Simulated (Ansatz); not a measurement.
# CoSi₂: a line through an energy map

How does the energy of CoSi2 (Fm-3m, No. 225; 3 atoms in the cell) vary with strain +e along z and -e/2 along x and y, at amplitude of mode 6 (328 cm⁻¹) = −0.123 Å?

Method: DFT PBE, scalar-relativistic, plane waves, PAW, in Ansatz 0.2.0.

1 further run of the same task is left out (for a known fault of the program). Runs told in other sessions of the task aren't counted.

**1. Starting point**

It takes space group Fm-3m (No. 225, cubic). The conventional cell has a = 5.360 Å, b = 5.360 Å, c = 5.360 Å, α = 90.00°, β = 90.00°, γ = 90.00°. Around Co (site symmetry m-3m) lie 8 Si at 2.32 Å. Si (site symmetry -43m) is surrounded by 4 Co at 2.32 Å.

As a file:

```xyz
3
Lattice="0.0000 2.6802 2.6802 2.6802 0.0000 2.6802 2.6802 2.6802 0.0000" Properties=species:S:1:pos:R:3 pbc="T T T"
Co    0.0000    0.0000    0.0000
Si    1.3401    1.3401    1.3401
Si    4.0203    4.0203    4.0203
```

This cell was relaxed beforehand with the same method: volume 12.84 Å³/atom, gap on the mesh none (metal).

**2. Plan of the line**

The energy is mapped over a normal mode and a strain (zone-centre modes of the cell shown) (x along [1 0 0], y along [0 1 0], z along [0 0 1] of the conventional cell).

- amplitude of mode 6 (328 cm⁻¹), largest displacement in the unstrained cell: 9 values from −0.164 to 0.164 Å
- strain +e along z and -e/2 along x and y: 7 values from −7.00 to 7.00 %

Nothing else is relaxed (the pattern is fixed in fractional coordinates). Energies count from the relaxed high-symmetry cell. Points are written as (first, second).

The modes come from a phonon run on the reference cell, made beforehand.

The patterns, per unit of each coordinate (Å):

```csv
atom,x1,y1,z1
Co1,0.000,0.000,0.000
Si2,0.000,0.000,1.000
Si3,0.000,0.000,-1.000
```

**3. The run at (−0.123 Å, −7.00 %)**

The input, input.yaml:

```yaml
crystal:
  lattice:
    - [0.0, 2.7739825456, 2.4925640265]
    - [2.7739825456, 0.0, 2.4925640265]
    - [2.7739825456, 2.7739825456, 0.0]
  atoms:
    - { symbol: Co, position: [0.0, 0.0, 0.0] }
    - { symbol: Si, position: [0.2270537489, 0.2270537489, 0.2729462511] }
    - { symbol: Si, position: [0.7729462511, 0.7729462511, 0.7270537489] }
basis:
  ecutwfc: 520.0
kpoints:
  mp_grid: { grid: [12, 12, 12] }
hamiltonian:
  xc: pbe
  pseudopotentials: { kind: paw, azcp: { folder: soft_1 } }
scf:
  occupations: { method: gaussian, width: 0.15 }
output:
  forces: true
  stress: true
  eigenvalues: true
```

The run is started by

```sh
$ ansatz run input.yaml --threads 2 --pin off --max-ram 4096MiB --backend cpu --events-out ev --progress --plain --runs-dir out
```

Standard output, cut to the lines that bear on the results:

```text
Warning: RAYON_NUM_THREADS=2 ignored (pool sized by the plan → 2); use --threads N
[...]
Pseudopotentials: kind: paw
Pseudopotential: Co, paw, valence charge 17, recommended cutoff 420 eV (normal), <dir>
Pseudopotential: Si, paw, valence charge 4, recommended cutoff 420 eV (normal), <dir>
Functional definition: PBE
[...]
Crystal: 3 atoms, lattice volume = 38.360 Å³
Basis set: ecut = 520 eV, 1025 PW (Γ), exchange–correlation on 60×60×60 points (8 copies of the dense FFT grid, shifted against one another)
Bands: 17, of which v1, the nominal top of the filled ones, is band 13 counted from 1 (12 counted from 0)
Symmetry: 8 space group operations
Space group: Immm (ITA 71), of the structure as read, at distance tolerance 3.4e-5 Å
k-points: 280 of 1728
[...]
SCF iter   1: F=—  HF=-6400.105434 eV  |F-HF|=—  |Δ(HF+E_count)|=         —  Δρ=1.48e-1  dr2=8.96e0  ethr=3.10e-3  ⟨swp⟩=5.2  Hψ=24687  notcnv=0
[...]
SCF iter   9: F=-6398.816394 eV  HF=-6398.816394 eV  |F-HF|=1.09e-8  |Δ(HF+E_count)|=   3.50e-7  Δρ=7.49e-6  dr2=2.06e-8  ethr=4.00e-10  ⟨swp⟩=7.5  Hψ=26333  notcnv=0
[...]
SCF converged after 9 iterations
Free energy (F): -6398.816394 eV
[...]
E sigma→0 (E₀):  -6398.810728 eV
Entropy (-TS):   -0.011331 eV (-3.777 meV/atom)
Fermi energy:    12.905872 eV
[...]
--- Forces (eV/Å), atoms counted from 1 ---
  atom   1  Co    -0.00000000     0.00000000     0.00000000
  atom   2  Si     0.00000000    -0.00000000     2.51704745
  atom   3  Si    -0.00000000     0.00000000    -2.51704745
[...]
--- Stress (GPa, compression-positive) ---
       -2.095181       7.047689      -0.000000
        7.047689      -2.095181      -0.000000
       -0.000000      -0.000000      18.868446
  P = ⅓ Tr σ = 4.8927 GPa (48.927 kbar)
--- Band table (eV; the first three rows and the last of 280) ---
  k-point 0: bands = ["-81.8862", "-45.3259", "-45.1747", "-45.1141", "-0.3719", "8.3699", "8.9243", "9.1603", "10.7116", "11.2435", "13.7075", "14.9527", "15.2350", "16.0743", "16.7612", "16.8842", "17.1054"]
[...]
```

It took 13 s on 2 threads of Arm Neoverse N1, shared host; peak memory 0.47 GiB.

That is 371 meV from the zero.

**4. Point (−0.123 Å, −4.67 %)**

input.yaml, as its differences from that of step 3:

```diff
@@ -2,5 +2,5 @@
   lattice:
-    - [0.0, 2.7739825456, 2.4925640265]
-    - [2.7739825456, 0.0, 2.4925640265]
-    - [2.7739825456, 2.7739825456, 0.0]
+    - [0.0, 2.7427584909, 2.555012136]
+    - [2.7427584909, 0.0, 2.555012136]
+    - [2.7427584909, 2.7427584909, 0.0]
   atoms:
```

The run is started by

```sh
$ ansatz run input.yaml --threads 2 --pin off --max-ram 4096MiB --backend cpu --events-out ev --progress --plain --runs-dir out
```

Standard output, cut to the lines that bear on the results:

```text
Warning: RAYON_NUM_THREADS=2 ignored (pool sized by the plan → 2); use --threads N
[...]
Pseudopotentials: kind: paw
Pseudopotential: Co, paw, valence charge 17, recommended cutoff 420 eV (normal), <dir>
Pseudopotential: Si, paw, valence charge 4, recommended cutoff 420 eV (normal), <dir>
Functional definition: PBE
[...]
Crystal: 3 atoms, lattice volume = 38.441 Å³
Basis set: ecut = 520 eV, 1017 PW (Γ), exchange–correlation on 60×60×60 points (8 copies of the dense FFT grid, shifted against one another)
Bands: 17, of which v1, the nominal top of the filled ones, is band 13 counted from 1 (12 counted from 0)
Symmetry: 8 space group operations
Space group: Immm (ITA 71), of the structure as read, at distance tolerance 3.4e-5 Å
k-points: 280 of 1728
[...]
SCF iter   1: F=—  HF=-6400.241950 eV  |F-HF|=—  |Δ(HF+E_count)|=         —  Δρ=1.50e-1  dr2=9.18e0  ethr=3.10e-3  ⟨swp⟩=5.2  Hψ=24671  notcnv=0
[...]
SCF iter   9: F=-6398.918180 eV  HF=-6398.918180 eV  |F-HF|=9.97e-9  |Δ(HF+E_count)|=   3.53e-7  Δρ=7.21e-6  dr2=1.95e-8  ethr=4.00e-10  ⟨swp⟩=7.5  Hψ=26678  notcnv=0
[...]
SCF converged after 9 iterations
Free energy (F): -6398.918180 eV
[...]
E sigma→0 (E₀):  -6398.912618 eV
Entropy (-TS):   -0.011123 eV (-3.708 meV/atom)
Fermi energy:    12.880811 eV
[...]
--- Forces (eV/Å), atoms counted from 1 ---
  atom   1  Co     0.00000000    -0.00000000     0.00000000
  atom   2  Si     0.00000000    -0.00000000     2.06431207
  atom   3  Si    -0.00000000    -0.00000000    -2.06431207
[...]
--- Stress (GPa, compression-positive) ---
       -0.949099       7.708030      -0.000000
        7.708030      -0.949099      -0.000000
       -0.000000      -0.000000      12.875583
  P = ⅓ Tr σ = 3.6591 GPa (36.591 kbar)
--- Band table (eV; the first three rows and the last of 280) ---
  k-point 0: bands = ["-81.9045", "-45.3299", "-45.1836", "-45.1577", "-0.3574", "8.4365", "8.8122", "9.0642", "10.7662", "11.1576", "13.6121", "15.1250", "15.5038", "16.1361", "16.5627", "16.6965", "16.8408"]
[...]
```

It took 13 s on 2 threads of Arm Neoverse N1, shared host; peak memory 0.47 GiB.

That is 269 meV from the zero.

**5. Point (−0.123 Å, −2.33 %)**

input.yaml, as its differences from that of step 4:

```diff
@@ -2,5 +2,5 @@
   lattice:
-    - [0.0, 2.7427584909, 2.555012136]
-    - [2.7427584909, 0.0, 2.555012136]
-    - [2.7427584909, 2.7427584909, 0.0]
+    - [0.0, 2.7114004273, 2.6177282631]
+    - [2.7114004273, 0.0, 2.6177282631]
+    - [2.7114004273, 2.7114004273, 0.0]
   atoms:
```

The run is started by

```sh
$ ansatz run input.yaml --threads 2 --pin off --max-ram 4096MiB --backend cpu --events-out ev --progress --plain --runs-dir out
```

Standard output, cut to the lines that bear on the results:

```text
[...]
SCF converged after 9 iterations
Free energy (F): -6398.980973 eV
[...]
E sigma→0 (E₀):  -6398.975400 eV
Entropy (-TS):   -0.011146 eV (-3.715 meV/atom)
Fermi energy:    12.869017 eV
[...]
--- Forces (eV/Å), atoms counted from 1 ---
  atom   1  Co     0.00000000    -0.00000000    -0.00000000
  atom   2  Si     0.00000000    -0.00000000     1.72780055
  atom   3  Si    -0.00000000    -0.00000000    -1.72780055
[...]
--- Stress (GPa, compression-positive) ---
        0.214041       8.375549      -0.000000
        8.375549       0.214041      -0.000000
       -0.000000      -0.000000       8.182806
  P = ⅓ Tr σ = 2.8703 GPa (28.703 kbar)
--- Band table (eV; the first three rows and the last of 280) ---
  k-point 0: bands = ["-81.9134", "-45.3252", "-45.1927", "-45.1815", "-0.3458", "8.5143", "8.7193", "8.9896", "10.8318", "11.0780", "13.5593", "15.2991", "15.7834", "16.2087", "16.3837", "16.5263", "16.5883"]
[...]
```

Wall time 13 s (2 threads of Arm Neoverse N1, shared host); peak memory 0.47 GiB.

That is 206 meV from the zero.

**6. Changed: accuracy medium, ecutwfc left out**

input.yaml, as its differences from that of step 5:

```diff
@@ -9,4 +9,2 @@
     - { symbol: Si, position: [0.7729462511, 0.7729462511, 0.7270537489] }
-basis:
-  ecutwfc: 520.0
 kpoints:
@@ -20,3 +18,4 @@
   forces: true
+  eigenvalues: true
   stress: true
-  eigenvalues: true
+accuracy: medium
```

The run is started by

```sh
$ ansatz run input.yaml --threads 2 --pin off --max-ram 4096MiB --backend cpu --events-out ev --progress --plain --runs-dir out
```

Standard output, cut to the lines that bear on the results:

```text
Warning: RAYON_NUM_THREADS=2 ignored (pool sized by the plan → 2); use --threads N
[...]
Pseudopotentials: kind: paw
Pseudopotential: Co, paw, valence charge 17, recommended cutoff 420 eV (normal), <dir>
Pseudopotential: Si, paw, valence charge 4, recommended cutoff 420 eV (normal), <dir>
Functional definition: PBE
[...]
Crystal: 3 atoms, lattice volume = 38.489 Å³
Basis set: ecut = 420 eV, 741 PW (Γ), exchange–correlation on 54×54×54 points (8 copies of the dense FFT grid, shifted against one another)
Bands: 17, of which v1, the nominal top of the filled ones, is band 13 counted from 1 (12 counted from 0)
Symmetry: 8 space group operations
Space group: Immm (ITA 71), of the structure as read, at distance tolerance 3.4e-5 Å
k-points: 280 of 1728
[...]
SCF iter   1: F=—  HF=-6400.325011 eV  |F-HF|=—  |Δ(HF+E_count)|=         —  Δρ=1.51e-1  dr2=9.34e0  ethr=3.10e-3  ⟨swp⟩=5.2  Hψ=24621  notcnv=0
[...]
SCF iter   9: F=-6398.978059 eV  HF=-6398.978059 eV  |F-HF|=5.62e-9  |Δ(HF+E_count)|=   2.85e-7  Δρ=5.76e-6  dr2=1.18e-8  ethr=4.00e-10  ⟨swp⟩=7.3  Hψ=25482  notcnv=0
[...]
SCF converged after 9 iterations
Free energy (F): -6398.978059 eV
[...]
E sigma→0 (E₀):  -6398.972486 eV
Entropy (-TS):   -0.011145 eV (-3.715 meV/atom)
Fermi energy:    12.870003 eV
[...]
--- Forces (eV/Å), atoms counted from 1 ---
  atom   1  Co     0.00000000    -0.00000000    -0.00000000
  atom   2  Si     0.00000000    -0.00000000     1.72760658
  atom   3  Si    -0.00000000    -0.00000000    -1.72760658
[...]
--- Stress (GPa, compression-positive) ---
        0.222209       8.371988      -0.000000
        8.371988       0.222209      -0.000000
       -0.000000      -0.000000       8.192872
  P = ⅓ Tr σ = 2.8791 GPa (28.791 kbar)
--- Band table (eV; the first three rows and the last of 280) ---
  k-point 0: bands = ["-81.9108", "-45.3235", "-45.1910", "-45.1798", "-0.3450", "8.5149", "8.7200", "8.9903", "10.8325", "11.0787", "13.5602", "15.3007", "15.7848", "16.2100", "16.3851", "16.5277", "16.5898"]
[...]
```

It took 9.6 s on 2 threads of Arm Neoverse N1, shared host; peak memory 0.42 GiB.

| run | ending | energy change | pressure (GPa) | gap (eV) | force (eV/Å) | cycles | time |
| --- | --- | --- | --- | --- | --- | --- | --- |
| step 5 | converged | 0 | 2.9 | 0.00 | 1.73 | 9 | 13 s |
| variant | converged | +1.0 meV/atom | 2.9 | 0.00 | 1.73 | 9 | 9.6 s |

Changing the accuracy level and cutoff moves the energy by +1.0 meV/atom.

**7. Point (−0.123 Å, 0.00 %)**

input.yaml, as its differences from that of step 5:

```diff
@@ -2,5 +2,5 @@
   lattice:
-    - [0.0, 2.7114004273, 2.6177282631]
-    - [2.7114004273, 0.0, 2.6177282631]
-    - [2.7114004273, 2.7114004273, 0.0]
+    - [0.0, 2.6801763726, 2.6801763726]
+    - [2.6801763726, 0.0, 2.6801763726]
+    - [2.6801763726, 2.6801763726, 0.0]
   atoms:
```

The run is started by

```sh
$ ansatz run input.yaml --threads 2 --pin off --max-ram 4096MiB --backend cpu --events-out ev --progress --plain --runs-dir out
```

Standard output, cut to the lines that bear on the results:

```text
Warning: RAYON_NUM_THREADS=2 ignored (pool sized by the plan → 2); use --threads N
[...]
Pseudopotentials: kind: paw
Pseudopotential: Co, paw, valence charge 17, recommended cutoff 420 eV (normal), <dir>
Pseudopotential: Si, paw, valence charge 4, recommended cutoff 420 eV (normal), <dir>
Functional definition: PBE
[...]
Crystal: 3 atoms, lattice volume = 38.505 Å³
Basis set: ecut = 520 eV, 1037 PW (Γ), exchange–correlation on 60×60×60 points (8 copies of the dense FFT grid, shifted against one another)
Bands: 17, of which v1, the nominal top of the filled ones, is band 13 counted from 1 (12 counted from 0)
Symmetry: 8 space group operations
Space group: Immm (ITA 71), of the structure as read, at distance tolerance 3.4e-5 Å
k-points: 280 of 1728
[...]
SCF iter   1: F=—  HF=-6400.369620 eV  |F-HF|=—  |Δ(HF+E_count)|=         —  Δρ=1.52e-1  dr2=9.44e0  ethr=3.10e-3  ⟨swp⟩=5.2  Hψ=24672  notcnv=0
[...]
SCF iter   9: F=-6399.012218 eV  HF=-6399.012218 eV  |F-HF|=2.02e-9  |Δ(HF+E_count)|=   3.57e-7  Δρ=5.90e-6  dr2=7.72e-9  ethr=4.00e-10  ⟨swp⟩=7.6  Hψ=26277  notcnv=0
[...]
SCF converged after 9 iterations
Free energy (F): -6399.012218 eV
[...]
E sigma→0 (E₀):  -6399.006466 eV
Entropy (-TS):   -0.011504 eV (-3.835 meV/atom)
Fermi energy:    12.869171 eV
[...]
--- Forces (eV/Å), atoms counted from 1 ---
  atom   1  Co    -0.00000000    -0.00000000     0.00000000
  atom   2  Si     0.00000000     0.00000000     1.49709011
  atom   3  Si     0.00000000    -0.00000000    -1.49709011
[...]
--- Stress (GPa, compression-positive) ---
        1.413070       8.974939       0.000000
        8.974939       1.413070       0.000000
        0.000000       0.000000       4.585635
  P = ⅓ Tr σ = 2.4706 GPa (24.706 kbar)
--- Band table (eV; the first three rows and the last of 280) ---
  k-point 0: bands = ["-81.9132", "-45.3141", "-45.2193", "-45.1667", "-0.3377", "8.6015", "8.6457", "8.9369", "10.9079", "11.0072", "13.5480", "15.4767", "16.0691", "16.2242", "16.2987", "16.3421", "16.3721"]
[...]
```

Run time: 13 s. Hardware: 2 threads of Arm Neoverse N1, shared host; peak memory 0.47 GiB.

On the map this point reads 175 meV.

**8. Grid point (−0.123 Å, 2.33 %)**

input.yaml, as its differences from that of step 7:

```diff
@@ -2,5 +2,5 @@
   lattice:
-    - [0.0, 2.6801763726, 2.6801763726]
-    - [2.6801763726, 0.0, 2.6801763726]
-    - [2.6801763726, 2.6801763726, 0.0]
+    - [0.0, 2.6489523179, 2.7426244821]
+    - [2.6489523179, 0.0, 2.7426244821]
+    - [2.6489523179, 2.6489523179, 0.0]
   atoms:
```

The run is started by

```sh
$ ansatz run input.yaml --threads 2 --pin off --max-ram 4096MiB --backend cpu --events-out ev --progress --plain --runs-dir out
```

Standard output, cut to the lines that bear on the results:

```text
Warning: RAYON_NUM_THREADS=2 ignored (pool sized by the plan → 2); use --threads N
[...]
Pseudopotentials: kind: paw
Pseudopotential: Co, paw, valence charge 17, recommended cutoff 420 eV (normal), <dir>
Pseudopotential: Si, paw, valence charge 4, recommended cutoff 420 eV (normal), <dir>
Functional definition: PBE
[...]
Crystal: 3 atoms, lattice volume = 38.490 Å³
Basis set: ecut = 520 eV, 1007 PW (Γ), exchange–correlation on 60×60×60 points (8 copies of the dense FFT grid, shifted against one another)
Bands: 17, of which v1, the nominal top of the filled ones, is band 13 counted from 1 (12 counted from 0)
Symmetry: 8 space group operations
Space group: Immm (ITA 71), of the structure as read, at distance tolerance 3.4e-5 Å
k-points: 280 of 1728
[...]
SCF iter   1: F=—  HF=-6400.374758 eV  |F-HF|=—  |Δ(HF+E_count)|=         —  Δρ=1.52e-1  dr2=9.46e0  ethr=3.10e-3  ⟨swp⟩=5.2  Hψ=24655  notcnv=0
[...]
SCF iter   9: F=-6399.018359 eV  HF=-6399.018359 eV  |F-HF|=1.07e-9  |Δ(HF+E_count)|=   3.58e-7  Δρ=5.79e-6  dr2=8.56e-9  ethr=4.00e-10  ⟨swp⟩=7.5  Hψ=26289  notcnv=0
[...]
SCF converged after 9 iterations
Free energy (F): -6399.018359 eV
[...]
E sigma→0 (E₀):  -6399.012616 eV
Entropy (-TS):   -0.011486 eV (-3.829 meV/atom)
Fermi energy:    12.874934 eV
[...]
--- Forces (eV/Å), atoms counted from 1 ---
  atom   1  Co     0.00000000     0.00000000     0.00000000
  atom   2  Si     0.00000000     0.00000000     1.34587044
  atom   3  Si     0.00000000     0.00000000    -1.34587044
[...]
--- Stress (GPa, compression-positive) ---
        2.655227       9.526545       0.000000
        9.526545       2.655227       0.000000
        0.000000       0.000000       1.878093
  P = ⅓ Tr σ = 2.3962 GPa (23.962 kbar)
--- Band table (eV; the first three rows and the last of 280) ---
  k-point 0: bands = ["-81.9054", "-45.2951", "-45.2387", "-45.1435", "-0.3332", "8.5919", "8.6971", "8.9041", "10.9449", "10.9936", "13.5762", "15.6625", "16.0811", "16.0847", "16.2324", "16.3586", "16.4086"]
[...]
```

Run time: 13 s. Hardware: 2 threads of Arm Neoverse N1, shared host; peak memory 0.47 GiB.

Energy on the map's scale: 169 meV.

**9. The run at (−0.123 Å, 4.67 %)**

input.yaml, as its differences from that of step 8:

```diff
@@ -2,5 +2,5 @@
   lattice:
-    - [0.0, 2.6489523179, 2.7426244821]
-    - [2.6489523179, 0.0, 2.7426244821]
-    - [2.6489523179, 2.6489523179, 0.0]
+    - [0.0, 2.6175942543, 2.8053406092]
+    - [2.6175942543, 0.0, 2.8053406092]
+    - [2.6175942543, 2.6175942543, 0.0]
   atoms:
```

The run is started by

```sh
$ ansatz run input.yaml --threads 2 --pin off --max-ram 4096MiB --backend cpu --events-out ev --progress --plain --runs-dir out
```

Standard output, cut to the lines that bear on the results:

```text
[...]
SCF converged after 9 iterations
Free energy (F): -6399.003533 eV
[...]
E sigma→0 (E₀):  -6398.997808 eV
Entropy (-TS):   -0.011449 eV (-3.816 meV/atom)
Fermi energy:    12.890898 eV
[...]
--- Forces (eV/Å), atoms counted from 1 ---
  atom   1  Co     0.00000000    -0.00000000    -0.00000000
  atom   2  Si     0.00000000     0.00000000     1.23788038
  atom   3  Si     0.00000000    -0.00000000    -1.23788038
[...]
--- Stress (GPa, compression-positive) ---
        4.059345      10.070390       0.000000
       10.070390       4.059345       0.000000
        0.000000       0.000000      -0.222921
  P = ⅓ Tr σ = 2.6319 GPa (26.319 kbar)
--- Band table (eV; the first three rows and the last of 280) ---
  k-point 0: bands = ["-81.8896", "-45.2647", "-45.2525", "-45.1129", "-0.3321", "8.5585", "8.8024", "8.8895", "10.8908", "11.0905", "13.6427", "15.7855", "15.8620", "15.9516", "16.1059", "16.5408", "16.6511"]
[...]
```

It took 13 s on 2 threads of Arm Neoverse N1, shared host; peak memory 0.47 GiB.

On the map this point reads 183 meV.

**10. Point (−0.123 Å, 7.00 %)**

input.yaml, as its differences from that of step 9:

```diff
@@ -2,5 +2,5 @@
   lattice:
-    - [0.0, 2.6175942543, 2.8053406092]
-    - [2.6175942543, 0.0, 2.8053406092]
-    - [2.6175942543, 2.6175942543, 0.0]
+    - [0.0, 2.5863701996, 2.8677887187]
+    - [2.5863701996, 0.0, 2.8677887187]
+    - [2.5863701996, 2.5863701996, 0.0]
   atoms:
```

The run is started by

```sh
$ ansatz run input.yaml --threads 2 --pin off --max-ram 4096MiB --backend cpu --events-out ev --progress --plain --runs-dir out
```

Standard output, cut to the lines that bear on the results:

```text
[...]
SCF converged after 9 iterations
Free energy (F): -6398.970006 eV
[...]
E sigma→0 (E₀):  -6398.963744 eV
Entropy (-TS):   -0.012524 eV (-4.175 meV/atom)
Fermi energy:    12.924540 eV
[...]
--- Forces (eV/Å), atoms counted from 1 ---
  atom   1  Co     0.00000000    -0.00000000    -0.00000000
  atom   2  Si     0.00000000     0.00000000     1.16746008
  atom   3  Si     0.00000000     0.00000000    -1.16746008
[...]
--- Stress (GPa, compression-positive) ---
        5.660741      10.522976       0.000000
       10.522976       5.660741       0.000000
       -0.000000      -0.000000      -1.866900
  P = ⅓ Tr σ = 3.1515 GPa (31.515 kbar)
--- Band table (eV; the first three rows and the last of 280) ---
  k-point 0: bands = ["-81.8650", "-45.2590", "-45.2253", "-45.0719", "-0.3351", "8.5454", "8.8943", "8.9152", "10.8488", "11.1982", "13.7455", "15.4136", "15.8376", "15.9920", "16.0737", "16.6940", "16.7719"]
[...]
```

Run time: 13 s. Hardware: 2 threads of Arm Neoverse N1, shared host; peak memory 0.47 GiB.

That is 217 meV from the zero.

**11. Results**

| strain +e along z and -e/2 along x and y (%) | step | energy (meV) | slope (meV per %) | pressure (GPa) | largest force on an atom (eV/Å) |
| --- | --- | --- | --- | --- | --- |
| −7.00 | 3 | 371 | −53 | 4.89 | 2.52 |
| −4.67 | 4 | 269 | −35 | 3.66 | 2.06 |
| −2.33 | 5 | 206 | −20 | 2.87 | 1.73 |
| 0.00 | 7 | 175 | −8 | 2.47 | 1.50 |
| 2.33 | 8 | 169 | 2 | 2.40 | 1.35 |
| 4.67 | 9 | 183 | 10 | 2.63 | 1.24 |
| 7.00 | 10 | 217 | 18 | 3.15 | 1.17 |

Energies count from the relaxed high-symmetry cell. Slopes come from the forces (and the stress, where the cell changes), not from differences of energies.

```csv
run,outcome
"step 6, run with accuracy medium, ecutwfc left out (against step 5)",+1.0 meV/atom
```

**Reading.** Of the points computed the energy is lowest at 2.33 %, 169 meV from the zero. Energies and slopes round the minimum, fitted together, put the minimum at 1.798 %, with a curvature of about 3.9 meV per %². The highest point computed, at −7.00 %, lies 202 meV above the lowest. This is one cut through a surface in two coordinates; the map's lowest point lies off it. A rigid map gives upper bounds: relaxing the other coordinates can only lower a point. The final runs have no spin polarisation, so a magnetic state may lie lower.
